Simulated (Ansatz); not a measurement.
NaH:

```
CELL_PARAMETERS angstrom
2.95512 0.00000 0.00000
0.00000 2.95512 0.00000
0.00000 0.00000 2.95512
ATOMIC_POSITIONS crystal
Na 0.00000 0.00000 0.00000
H 0.50000 0.50000 0.50000
```

The cell comes from a database or a generator and needn't be the stable form of this composition.

Program: Ansatz 0.2.0. Alike in all runs: task single point; potentials or basis all-electron LAPW, scalar-relativistic; no spin polarisation; cell as given; k mesh 9 × 9 × 9; basis error allowed 0.001 eV/atom.

Task: Order these runs on this cell by their band gap on the k mesh, lowest first.
A. level PBE; cutoff (eV) 144; smearing gaussian 0.02 eV
B. level RPBE; cutoff (eV) 144; smearing gaussian 0.05 eV
C. level PBEsol; cutoff (eV) 143; smearing gaussian 0.05 eV

Result: C (1.29 eV), A (1.50 eV), B (1.74 eV).

Caveats: an odd mesh through Γ misses points on the zone boundary, where band edges often lie.
